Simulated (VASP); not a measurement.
# GaP: polarisation by the Berry phase, part 3 of 3

Wanted: a Born charge of GaP from Berry phases. The cell is of the zinc-blende type, one of the forms listed for this formula, which need not be the common one. The start is a cell from a database of measured crystal structures.

VASP 6.6.1, plane waves and PAW; the level of theory is named at each step.

So far, gap on the k-mesh (eV): step 2 (ground state) 1.64. Also mean electronic dielectric tensor with local fields: step 3 (linear response) 11.2.

## 4. Berry phase, displacement (A) -0.04

This step: PBE, displaced atoms; plane waves and PAW (Ga_d, P) (VASP 6.6.1).

One atom is moved along a line, and LCALCPOL gives the Berry-phase dipole at each place.

The input, INCAR:

```
SYSTEM = GaP
PREC = Accurate
ENCUT = 400
EDIFF = 1E-08
NELM = 100
ISMEAR = 0
SIGMA = 0.01
LREAL = .FALSE.
ALGO = Normal
GGA = PE
NBANDS = 15
LWAVE = .FALSE.
LCHARG = .FALSE.
KPAR = 2
LCALCPOL = .TRUE.
DIPOL = 0.125 0.125 0.125
```

The input, POSCAR:

```
GaP
1.0
    0.0000000000      2.7252500000      2.7252500000
    2.7252500000      0.0000000000      2.7252500000
    2.7252500000      2.7252500000      0.0000000000
Ga P
1 1
Direct
   -0.0073387763      0.0073387763     -0.0073387763
    0.7500000000      0.7500000000      0.7500000000
```

The input, KPOINTS:

```
Automatic mesh
0
Gamma
8 8 8
0 0 0
```

PAW data sets: Ga_d and P (PBE family, release 64).

Run with:

```sh
$ mpirun -np 2 vasp_std
```

The log of the run:

```text
[... set-up lines as in an earlier step ...]
 entering main loop
       N       E                     dE             d eps       ncg     rms          rms(c)
DAV:   1     0.733880909102E+02    0.73388E+02   -0.80186E+03  2953   0.151E+03
DAV:   2    -0.381701973031E+01   -0.77205E+02   -0.73668E+02  3235   0.283E+02
DAV:   3    -0.928599453206E+01   -0.54690E+01   -0.54501E+01  3522   0.642E+01
DAV:   4    -0.937503786234E+01   -0.89043E-01   -0.89013E-01  3599   0.889E+00
DAV:   5    -0.937684819624E+01   -0.18103E-02   -0.18102E-02  3664   0.108E+00    0.425E+00
DAV:   6    -0.913032598621E+01    0.24652E+00   -0.39963E-01  4457   0.110E+01    0.281E+00
DAV:   7    -0.910357860762E+01    0.26747E-01   -0.10038E-01  3813   0.220E+00    0.113E+00
DAV:   8    -0.910382172790E+01   -0.24312E-03   -0.13832E-02  3509   0.152E+00    0.182E-01
DAV:   9    -0.910420444797E+01   -0.38272E-03   -0.14008E-03  3739   0.557E-01    0.839E-02
DAV:  10    -0.910427183377E+01   -0.67386E-04   -0.11091E-04  4342   0.114E-01    0.396E-02
DAV:  11    -0.910434256958E+01   -0.70736E-04   -0.99053E-05  3396   0.870E-02    0.506E-03
DAV:  12    -0.910434219983E+01    0.36975E-06   -0.30416E-06  3604   0.239E-02    0.288E-03
DAV:  13    -0.910434253618E+01   -0.33636E-06   -0.94997E-07  3648   0.815E-03    0.194E-03
DAV:  14    -0.910434254082E+01   -0.46339E-08   -0.32252E-08  3514   0.156E-03
 p_tot=( -0.191E+02 -0.192E+02 -0.191E+02 )
   1 F= -.91043425E+01 E0= -.91043425E+01  d E =-.180448E-27
```

The job ended after 56 s (2 MPI ranks of AMD EPYC 7R43, shared host; peak memory 0.32 GiB; 1.8 min of CPU time).

OUTCAR, selected parts (step 4):

```text
 Subroutine GETGRP returns: Found  4 space group operations
 (whereof  4 operations were pure point group operations)

The static configuration has the point symmetry C_2v.

 Found     95 irreducible k-points:

   k-points           NKPTS =     95   k-points in BZ     NKDIM =     95   number of bands    NBANDS=     15

   NELECT =      18.0000    total number of electrons

 E-fermi :   4.8413

 k-point     1 :       0.0000    0.0000    0.0000
  band No.  band energies     occupation
    ...
      5      -9.8025      2.00000
      6      -7.8407      2.00000
      7       4.5287      2.00000
      8       4.6563      2.00000
      9       4.7688      2.00000
     10       6.4763      0.00000
     11       8.4747      0.00000
     12       8.5349      0.00000
     13       8.6122      0.00000
     14      13.4539      0.00000
    ...

 k-point     2 :       0.1250    0.0000    0.0000
  band No.  band energies     occupation
    ...
      5      -9.8025      2.00000
      6      -7.6393      2.00000
      7       3.0857      2.00000
      8       4.3079      2.00000
      9       4.4744      2.00000
     10       7.0721      0.00000
     11       8.8302      0.00000
     12       8.9585      0.00000
     13       9.1273      0.00000
     14      13.8306      0.00000
    ...

            Ionic dipole moment: p[ion]=(   -19.07675   -19.59675   -19.07675 ) |e| Angst

 Total electronic dipole moment: p[elc]=(    -0.00934     0.42348    -0.00934 ) |e| Angst

  Total        0.5964285      0.5781982      0.5964285      0.0000000      0.0000000      0.3129328
  in kB       23.6058675     22.8843341     23.6058675      0.0000000      0.0000000     12.3854749
  external PRESSURE =      23.3653564 kB  Pullay stress =       0.0000000 kB

 POSITION                                       TOTAL-FORCE (eV/Angst)
 -----------------------------------------------------------------------------------
      2.72525      5.41050      2.72525         0.000000      0.401885      0.000000
      4.08788      4.08788      4.08788         0.000000     -0.401885      0.000000
 -----------------------------------------------------------------------------------
    total drift:                               -0.000003      0.000605     -0.000003

  FREE ENERGIE OF THE ION-ELECTRON SYSTEM (eV)
  ---------------------------------------------------
  free  energy   TOTEN  =        -9.1043425408 eV

  energy  without entropy=       -9.1043425408  energy(sigma->0) =       -9.10434254

[... 4 parts as in an earlier step ...]

[... 7 further parts left out ...]
```

Numbers from this step:

```
free energy (TOTEN)            : -9.104 eV
Fermi energy                   : 4.841 eV
pressure                       : 2.337 GPa
dipole ionic                   : -19.08, -19.60, -19.08 e·Å
dipole electronic              : -0.00934, 0.4235, -0.00934 e·Å
polarization branch            : -755.4, -758.9, -755.4 uC/cm², modulo the quantum
gap on the k-mesh              : 1.486 eV
least direct gap on the k-mesh : 1.708 eV
```

At -0.04 Å the ionic and electronic dipoles along y are -19.597 and 0.423 e Å.

## 5. Berry phase, displacement (A) -0.02

The next place on the path.

INCAR is that of step 4.

Edit POSCAR of step 4 so:

```diff
@@ -8,3 +8,3 @@
 Direct
-   -0.0073387763      0.0073387763     -0.0073387763
+   -0.0036693881      0.0036693881     -0.0036693881
     0.7500000000      0.7500000000      0.7500000000
```

KPOINTS is that of step 4.

Run with:

```sh
$ mpirun -np 2 vasp_std
```

The log of the run:

```text
[... set-up lines as in an earlier step ...]
 entering main loop
       N       E                     dE             d eps       ncg     rms          rms(c)
DAV:   1     0.736897627320E+02    0.73690E+02   -0.80125E+03  2929   0.151E+03
DAV:   2    -0.376290430459E+01   -0.77453E+02   -0.73976E+02  3186   0.284E+02
DAV:   3    -0.928997215513E+01   -0.55271E+01   -0.55084E+01  3529   0.645E+01
DAV:   4    -0.938038390505E+01   -0.90412E-01   -0.90359E-01  3577   0.893E+00
[...]
DAV:  12    -0.911038501984E+01    0.37825E-06   -0.30878E-06  3583   0.244E-02    0.282E-03
DAV:  13    -0.911038535947E+01   -0.33963E-06   -0.95715E-07  3613   0.831E-03    0.190E-03
DAV:  14    -0.911038536206E+01   -0.25902E-08   -0.34178E-08  3493   0.166E-03
 p_tot=( -0.191E+02 -0.191E+02 -0.191E+02 )
   1 F= -.91103854E+01 E0= -.91103854E+01  d E =-.278462E-60
```

Wall time 52 s (2 MPI ranks); peak memory 0.32 GiB.

OUTCAR, selected parts (step 5):

```text
  Total        0.5818520      0.5776288      0.5818520      0.0000000      0.0000000      0.1565185
  in kB       23.0289449     22.8617964     23.0289449      0.0000000      0.0000000      6.1947979
  external PRESSURE =      22.9732288 kB  Pullay stress =       0.0000000 kB

 POSITION                                       TOTAL-FORCE (eV/Angst)
 -----------------------------------------------------------------------------------
      2.72525      5.43050      2.72525         0.000000      0.201465      0.000000
      4.08788      4.08788      4.08788         0.000000     -0.201465      0.000000
 -----------------------------------------------------------------------------------
    total drift:                               -0.000004      0.000940     -0.000004

  FREE ENERGIE OF THE ION-ELECTRON SYSTEM (eV)
  ---------------------------------------------------
  free  energy   TOTEN  =        -9.1103853621 eV

  energy  without entropy=       -9.1103853621  energy(sigma->0) =       -9.11038536

[... 2 parts as in an earlier step ...]

[... 1 further part left out ...]
[key lines of the parts left out:]
E-fermi :   4.8251
```

At -0.02 Å the ionic and electronic dipoles along y are -19.337 and 0.207 e Å.

## 6. Berry phase, displacement (A) 0

This step: PBE; plane waves and PAW (Ga_d, P) (VASP 6.6.1).

The next place on the path.

INCAR is that of step 5.

Edit POSCAR of step 5 so:

```diff
@@ -8,3 +8,3 @@
 Direct
-   -0.0036693881      0.0036693881     -0.0036693881
+    0.0000000000      0.0000000000      0.0000000000
     0.7500000000      0.7500000000      0.7500000000
```

KPOINTS is that of step 5.

Run with:

```sh
$ mpirun -np 2 vasp_std
```

The log of the run:

```text
[... set-up lines as in an earlier step ...]
 entering main loop
       N       E                     dE             d eps       ncg     rms          rms(c)
[... 14 cycles as in an earlier step ...]
 p_tot=( -0.191E+02 -0.191E+02 -0.191E+02 )
   1 F= -.91124095E+01 E0= -.91124095E+01  d E =-.318405E-32
```

Run time: 40 s. Hardware: 2 MPI ranks; peak memory 0.27 GiB.

Parts of OUTCAR (step 6):

```text
  FREE ENERGIE OF THE ION-ELECTRON SYSTEM (eV)
  ---------------------------------------------------
  free  energy   TOTEN  =        -9.1124094565 eV

  energy  without entropy=       -9.1124094565  energy(sigma->0) =       -9.11240946

[... 4 parts as in an earlier step ...]

[... 1 further part left out ...]
[key lines of the parts left out:]
E-fermi :   4.7332
```

At the undisplaced site the ionic and electronic dipoles along y are -19.077 and -0.009 e Å.

## 7. Berry phase, displacement (A) 0.02

This step: PBE, displaced atoms; plane waves and PAW (Ga_d, P) (VASP 6.6.1).

The next place on the path.

INCAR is that of step 6.

Edit POSCAR of step 6 so:

```diff
@@ -8,3 +8,3 @@
 Direct
-    0.0000000000      0.0000000000      0.0000000000
+    0.0036693881     -0.0036693881      0.0036693881
     0.7500000000      0.7500000000      0.7500000000
```

KPOINTS is that of step 6.

Run with:

```sh
$ mpirun -np 2 vasp_std
```

The log of the run:

```text
[... set-up lines as in an earlier step ...]
 entering main loop
       N       E                     dE             d eps       ncg     rms          rms(c)
DAV:   1     0.738409930909E+02    0.73841E+02   -0.80051E+03  2906   0.151E+03
DAV:   2    -0.378161454496E+01   -0.77623E+02   -0.74090E+02  3228   0.284E+02
DAV:   3    -0.929148520997E+01   -0.55099E+01   -0.54929E+01  3571   0.643E+01
DAV:   4    -0.938022017470E+01   -0.88735E-01   -0.88711E-01  3572   0.891E+00
[...]
DAV:  12    -0.911038460773E+01    0.36223E-06   -0.30658E-06  3625   0.244E-02    0.277E-03
DAV:  13    -0.911038494904E+01   -0.34131E-06   -0.95287E-07  3578   0.831E-03    0.190E-03
DAV:  14    -0.911038495035E+01   -0.13142E-08   -0.34239E-08  3598   0.168E-03
 p_tot=( -0.191E+02 -0.190E+02 -0.191E+02 )
   1 F= -.91103850E+01 E0= -.91103850E+01  d E =-.278243E-60
```

It took 53 s on 2 MPI ranks; peak memory 0.33 GiB; 1.7 min of CPU time.

From OUTCAR (step 7):

```text
  Total        0.5818415      0.5776190      0.5818415      0.0000000      0.0000000     -0.1564949
  in kB       23.0285329     22.8614090     23.0285329      0.0000000      0.0000000     -6.1938633
  external PRESSURE =      22.9728249 kB  Pullay stress =       0.0000000 kB

 POSITION                                       TOTAL-FORCE (eV/Angst)
 -----------------------------------------------------------------------------------
      2.72525      0.02000      2.72525         0.000000     -0.201478      0.000000
      4.08788      4.08788      4.08788         0.000000      0.201478      0.000000
 -----------------------------------------------------------------------------------
    total drift:                                0.000000     -0.000945     -0.000000

  FREE ENERGIE OF THE ION-ELECTRON SYSTEM (eV)
  ---------------------------------------------------
  free  energy   TOTEN  =        -9.1103849504 eV

  energy  without entropy=       -9.1103849504  energy(sigma->0) =       -9.11038495

[... 2 parts as in an earlier step ...]

[... 1 further part left out ...]
[key lines of the parts left out:]
E-fermi :   4.8251
```

At +0.02 Å the ionic and electronic dipoles along y are -18.817 and -0.226 e Å.

## 8. Berry phase, displacement (A) 0.04

The next place on the path.

INCAR is that of step 7.

Edit POSCAR of step 7 so:

```diff
@@ -8,3 +8,3 @@
 Direct
-    0.0036693881     -0.0036693881      0.0036693881
+    0.0073387763     -0.0073387763      0.0073387763
     0.7500000000      0.7500000000      0.7500000000
```

KPOINTS is that of step 7.

Run with:

```sh
$ mpirun -np 2 vasp_std
```

The log of the run:

```text
[... set-up lines as in an earlier step ...]
 entering main loop
       N       E                     dE             d eps       ncg     rms          rms(c)
DAV:   1     0.735300016391E+02    0.73530E+02   -0.80040E+03  2922   0.151E+03
DAV:   2    -0.377970884759E+01   -0.77310E+02   -0.73731E+02  3228   0.284E+02
DAV:   3    -0.928732203681E+01   -0.55076E+01   -0.54910E+01  3550   0.643E+01
DAV:   4    -0.937489593046E+01   -0.87574E-01   -0.87550E-01  3543   0.889E+00
[...]
DAV:  12    -0.910434164866E+01    0.34398E-06   -0.29860E-06  3653   0.238E-02    0.277E-03
DAV:  13    -0.910434199037E+01   -0.34172E-06   -0.94772E-07  3606   0.822E-03    0.193E-03
DAV:  14    -0.910434199031E+01    0.61846E-10   -0.33791E-08  3535   0.167E-03
 p_tot=( -0.191E+02 -0.190E+02 -0.191E+02 )
   1 F= -.91043420E+01 E0= -.91043420E+01  d E =-.180395E-27
```

Run time: 57 s. Hardware: 2 MPI ranks; peak memory 0.34 GiB; 1.8 min of CPU time.

From OUTCAR (step 8):

```text
  Total        0.5964522      0.5782278      0.5964522      0.0000000      0.0000000     -0.3129278
  in kB       23.6068035     22.8855048     23.6068035      0.0000000      0.0000000    -12.3852777
  external PRESSURE =      23.3663706 kB  Pullay stress =       0.0000000 kB

 POSITION                                       TOTAL-FORCE (eV/Angst)
 -----------------------------------------------------------------------------------
      2.72525      0.04000      2.72525        -0.000000     -0.401890     -0.000000
      4.08788      4.08788      4.08788         0.000000      0.401890      0.000000
 -----------------------------------------------------------------------------------
    total drift:                               -0.000001     -0.000593     -0.000001

  FREE ENERGIE OF THE ION-ELECTRON SYSTEM (eV)
  ---------------------------------------------------
  free  energy   TOTEN  =        -9.1043419903 eV

  energy  without entropy=       -9.1043419903  energy(sigma->0) =       -9.10434199

[... 2 parts as in an earlier step ...]

[... 1 further part left out ...]
[key lines of the parts left out:]
E-fermi :   4.8413
```

At +0.04 Å the ionic and electronic dipoles along y are -18.557 and -0.442 e Å.

## 9. Summary

This step: Born charge from Berry-phase polarisation, PBE; plane waves and PAW (VASP 6.6.1).

This step runs nothing: it gathers the runs above.

Numbers from this step:

* Born charge column from the Berry phase: 0, 2.179, 0 e
* force constant: 10.05 eV/Å²
* Born charge column from linear response: 0, 2.216, 0 e

The change of polarisation, branches joined by displacement:

| displacement (Å) | change of polarisation, branches joined (uC/cm²) |
| --- | --- |
| -0.0400 | -3.45 |
| -0.0200 | -1.72 |
| 0.0000 | 0 |
| 0.0200 | 1.72 |
| 0.0400 | 3.45 |

The energy above the lowest point by displacement:

| displacement (Å) | energy above the lowest point (meV) |
| --- | --- |
| -0.0400 | 8.07 |
| -0.0200 | 2.02 |
| 0.0000 | 0 |
| 0.0200 | 2.02 |
| 0.0400 | 8.07 |

## 10. Outcome

```json
{
  "Born charge column from the Berry phase": "0.00, 2.18, 0.00 e",
  "Born charge column from linear response": "0.00, 2.22, 0.00 e",
  "force constant": "10.1 eV/Å²"
}
```

**Reading.** The Berry phase gives Ga1 a Born charge of 2.18 e along y. Linear response gives 2.216 e against 2.179 e, a difference of 0.036 e. The dipole is defined up to a lattice vector times e, so only its changes along the path are used. Charge and force constant come from straight lines through all places from -0.04 to +0.04 Å, so they hold the curvature of the path, and the values at the undisplaced site can differ by some per cent. The force constant is minus the slope of the force on the moved atom, whose periodic images move with it while all else is held. The mesh of the Berry phase wasn't tested for convergence.

[Lines on the potential files, build, host, timing and source positions are cut from VASP's logs without a mark.]

[Logs are printed without paths, hosts, clocks, repeated set-up lines and the standing remarks that a program may print on its own settings, such as how far it seeks lower states.]

[Hosts, paths, dates, database ids (printed as entryN), source tags and the programs' standing remarks are cut or masked in the printed files.]
